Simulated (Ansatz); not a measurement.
# F-SiSi-F chair monolayer in a perpendicular field, part 2 of 2

Aim: how the F-SiSi-F chair monolayer screens a field along its normal, and what the field does to its bands. A positive field points along +c.

Ansatz 0.2.0; plane-wave DFT, r2SCAN-D4, Ansatz PAW (the session's first sound run).

So far. Step 17 (Same geometry, cutoff 500 eV, functional r2SCAN (run 2)): The dipole is -0.0235 e·Å. Step 18 (Response at this level): The induced dipole is that of a conductor 3.19 Å thick.

## Step 19: Same geometry, cutoff 420 eV, functional HSE06

This step: plane-wave DFT, HSE06, Ansatz PAW (Ansatz 0.2.0).

The geometry is kept and the functional is HSE06; other changes against the main runs: SCF threshold 1.0e-10 → 1.0e-09 eV, cutoff 500 → 420, k-mesh 18×18×1 → 6×6×1 and no dispersion term, which doesn't act on the electrons.

Contents of input.yaml:

```yaml
crystal:
  lattice:
    - [3.9216083349, 0.0, 0.0]
    - [-1.9608041675, 3.3962124418, 0.0]
    - [0.0, 0.0, 21.9289724663]
  atoms:
    - { symbol: F, position: [0.6666666667, 0.3333333333, 0.4104159469] }
    - { symbol: Si, position: [0.6666666667, 0.3333333333, 0.4837813888] }
    - { symbol: Si, position: [0.3333333333, 0.6666666667, 0.5162186112] }
    - { symbol: F, position: [0.3333333333, 0.6666666667, 0.5895840531] }
kpoints:
  mp_grid: { grid: [6, 6, 1] }
hamiltonian:
  xc: hse06
scf:
  occupations: { method: fermi_dirac, width: 0.02585 }
  convergence: { dr2_threshold: 1.0e-09 }
efield:
  axis: 3
  dipole_correction: true
  ramp_position: 0.97
  ramp_width: 0.06
  amplitude: 0.1
output:
  write_potential: true
  write_density: true
  volumetric_format: npy
```

Run with:

```bash
$ ansatz run input.yaml --threads 4 --pin off --max-ram 6144MiB --backend cpu --events-out ev --progress --plain --runs-dir out
```

Elapsed: 18 s, on 4 threads of Intel Xeon Platinum 8488C (Sapphire Rapids), shared host; peak memory 3.1 GiB; 69 s of CPU time.

The dipole is 0.0233 e·Å.

## Step 20: Same geometry, cutoff 420 eV, functional HSE06 (run 2)

Changes to input.yaml since step 19:

```diff
@@ -22,3 +22,3 @@
   ramp_width: 0.06
-  amplitude: 0.1
+  amplitude: -0.1
 output:
```

Run time: 19 s. Hardware: 4 threads; peak memory 3.1 GiB; 70 s of CPU time.

The dipole is -0.0232 e·Å.

## Step 21: Side by side

Times are for 4 threads of Intel Xeon Platinum 8488C (Sapphire Rapids), shared host. The runs compared:

| no. | functional | field | dipole along the normal (e·Å) | time | memory (GiB) |
| --- | --- | --- | --- | --- | --- |
| 1 | lda | 0.1 V/Å | 0.02412 | 0.97 s | 0.50 |
| 2 | lda | -0.1 V/Å | -0.02412 | 0.95 s | 0.5 |
| 3 | pbe | 0.1 V/Å | 0.02409 | 0.96 s | 0.51 |
| 4 | pbe | -0.1 V/Å | -0.02409 | 0.97 s | 0.51 |
| 5 | r2scan | 0.1 V/Å | 0.02349 | 2.6 s | 0.97 |
| 6 | r2scan | -0.1 V/Å | -0.02349 | 2.6 s | 0.97 |
| 7 | hse06 | 0.1 V/Å | 0.02325 | 18 s | 3.1 |
| 8 | hse06 | -0.1 V/Å | -0.02325 | 19 s | 3.1 |

## Step 22: Response at this level

This step: plane-wave DFT, HSE06, Ansatz PAW; response to a field along the normal, atoms held (Ansatz 0.2.0).

The induced dipole is that of a conductor 3.16 Å thick.

## Step 23: Varying the input: efield.amplitude = -0.1

This step: plane-wave DFT, r2SCAN-D4, Ansatz PAW (Ansatz 0.2.0).

A run with a changed input: it repeats the earlier run at 0.1 V/Å with efield.amplitude from 0.1 to -0.1.

Changes to input.yaml since step 20:

```diff
@@ -11,8 +11,12 @@
 kpoints:
-  mp_grid: { grid: [6, 6, 1] }
+  mp_grid: { grid: [18, 18, 1] }
+  band_path:
+    path: [[0, 0, 0], [0.5, 0, 0], [0.33333333, 0.33333333, 0], [0, 0, 0]]
+    npoints: 16
 hamiltonian:
-  xc: hse06
+  xc: r2scan
+  dispersion: d4
 scf:
   occupations: { method: fermi_dirac, width: 0.02585 }
-  convergence: { dr2_threshold: 1.0e-09 }
+  convergence: { dr2_threshold: 1.0e-10 }
 efield:
```

The job ended after 10 s (4 threads; peak memory 1.1 GiB).

Read from the output:

| Quantity | Value |
| --- | --- |
| dipole along the normal | -0.02350 e·Å |
| gap along the path | 0.8153 eV |
| smallest direct gap along the path | 0.8153 eV |
| gap, the smaller of path and mesh | 0.8153 eV |

Electronic bands along the path, in eV, zero at the Fermi level of the run, which the smearing sets inside the gap:

| point | band 8 | band 9 | band 10 | band 11 | band 12 | band 13 | band 14 | band 15 |
| --- | --- | --- | --- | --- | --- | --- | --- | --- |
| Γ | -5.96 | -5.96 | -0.42 | -0.42 | 0.40 | 3.55 | 3.55 | 4.15 |
| halfway | -5.99 | -5.84 | -3.04 | -1.18 | 1.39 | 2.90 | 5.81 | 6.40 |
| M | -6.02 | -5.56 | -4.71 | -1.66 | 1.47 | 3.98 | 4.66 | 8.53 |
| halfway | -6.11 | -5.41 | -4.75 | -2.58 | 2.95 | 4.44 | 4.75 | 7.17 |
| K | -6.18 | -5.07 | -5.04 | -3.17 | 4.42 | 4.42 | 6.17 | 6.20 |
| halfway | -6.03 | -5.78 | -3.31 | -1.82 | 1.88 | 3.86 | 4.73 | 6.68 |
| Γ | -5.96 | -5.96 | -0.42 | -0.42 | 0.40 | 3.55 | 3.55 | 4.15 |

| quantity | this run | earlier run | difference |
| --- | --- | --- | --- |
| dipole along the normal (e·Å) | -0.02350 | 0.02350 | -0.047 |
| gap along the path (eV) | 0.8153 | 0.8153 | 0 |
| smallest direct gap along the path (eV) | 0.8153 | 0.8153 | 0 |

The applied field differs, and the slope found earlier predicts a dipole of -0.0235 e·Å; this run gives -0.0235 e·Å, in line with it.

## Step 24: Varying the input

This step: plane-wave DFT, r2SCAN-D4, Ansatz PAW, but for the change named below (Ansatz 0.2.0).

An input spoilt on purpose, to show how the run answers: it repeats the earlier run at 0.1 V/Å with hamiltonian.xc from r2scan to pbe96, and scf.max_iter set to 50.

Changes to input.yaml since step 23:

```diff
@@ -16,3 +16,3 @@
 hamiltonian:
-  xc: r2scan
+  xc: pbe96
   dispersion: d4
@@ -21,2 +21,3 @@
   convergence: { dr2_threshold: 1.0e-10 }
+  max_iter: 50
 efield:
@@ -26,3 +27,3 @@
   ramp_width: 0.06
-  amplitude: -0.1
+  amplitude: 0.1
 output:
```

Run time: 0.02 s. Hardware: 4 threads; peak memory 0.03 GiB.

The program refused the input before any cycle.

The program's message: “Error: YAML parse error: error: line 17 column 7: hamiltonian.xc: unknown variant `pbe96`, expected one of `lda`, `lda-pw`, `pw92`, `pbe`, `pbesol`, `rpbe`, `revpbe`, `blyp`, `pbe0`, `revpbe0`, `b3lyp …”

The fault put into the input: an unknown functional.

## Step 25: Results

```json
{
  "gap without field": "0.815 eV",
  "ionisation energy, upper face": "6.50 eV",
  "electron affinity, upper face": "5.68 eV",
  "equivalent conductor thickness, atoms held": "3.19 Å",
  "equivalent conductor thickness, LDA": "3.28 Å",
  "equivalent conductor thickness, PBE": "3.27 Å",
  "equivalent conductor thickness, r2SCAN": "3.19 Å",
  "equivalent conductor thickness, HSE06": "3.16 Å"
}
```

The induced dipole equals that of a perfect conductor 3.19 Å thick, while the outer atoms lie 3.93 Å apart; an out-of-plane ε follows only once a thickness t is chosen, by 1 − 1/ε = 3.19 Å / t. The gap stays within 0.01 eV of 0.82 eV over the fields run, up to 0.35 V/Å in size. Across the functionals the thickness runs from 3.16 to 3.28 Å; those runs use a coarser k-mesh, so they are to be compared with each other. Semilocal functionals give gaps that are too small, and excitons are not included.

[Long decimals in the printed logs are rounded to 6 places.]

[Logs are printed without paths, hosts, clocks, repeated set-up lines and the standing remarks that a program may print on its own settings, such as how far it seeks lower states.]

[Hosts, paths, dates, database ids (printed as entryN), source tags and the programs' standing remarks are cut or masked in the printed files.]

[Maps of the electrostatic potential energy from Ansatz leave out the sawtooth potential of an applied field or a dipole correction, so their vacuum need not be flat; planar profiles and work functions include it.]
